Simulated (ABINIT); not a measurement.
MgS (Niningerite) in ABINIT: convergence with cutoff

The system is MgS (Niningerite).

```
S Mg
1.0
     0.00000    2.60165    2.60165
     2.60165    0.00000    2.60165
     2.60165    2.60165    0.00000
S Mg
1 1
Direct
  0.50000 0.50000 0.50000
  0.00000 0.00000 0.00000
```

```yaml
Program: ABINIT 10.8.3 (patched build)
Task: single point
Functional: PBE
Potentials_or_basis: JTH PAW PBE v2.0
Cutoff: 218 eV
k_mesh: 9 × 9 × 9
Occupations: gaussian, width 0.05 eV
Spin: no spin polarisation
```

These are the settings of the first run; the series varies cutoff, with any setting tied to it.

Hardware: 1 thread of Arm Neoverse V2, with other jobs on the host.

Problem. The values tried are 8 Ha, 10 Ha, 12 Ha, 14 Ha, 17 Ha, 20 Ha, 23 Ha, 27 Ha, 32 Ha, loosest first. From which on does the gap on the mesh stay within 0.01 eV of the tightest run that finished?

Solution. From 17 Ha on.

| cutoff | energy less the tightest run, at zero smearing (meV/atom) | gap on the mesh (eV) | SCF cycles | CPU time (s) | peak memory (GiB) |
| --- | --- | --- | --- | --- | --- |
| 8 Ha | 591.08 | 2.978 | 11 | 5.2 | 0.09 |
| 10 Ha | 83.74 | 2.962 | 11 | 5.8 | 0.09 |
| 12 Ha | 43.37 | 2.937 | 11 | 7.8 | 0.09 |
| 14 Ha | 35.13 | 2.926 | 11 | 8.2 | 0.09 |
| 17 Ha | 14.32 | 2.916 | 12 | 11 | 0.1 |
| 20 Ha | 3.88 | 2.912 | 11 | 13 | 0.1 |
| 23 Ha | 2.18 | 2.910 | 12 | 15 | 0.1 |
| 27 Ha | 1.40 | 2.909 | 12 | 22 | 0.11 |
| 32 Ha | 0.00 | 2.909 | 12 | 25 | 0.12 |

Not settled before the last step: the energy (to 1 meV/atom). The tightest run that finished is the yardstick and may itself not be fully converged.

Caveat, for the tightest run too: an odd mesh through Γ misses points on the zone boundary, where band edges often lie.
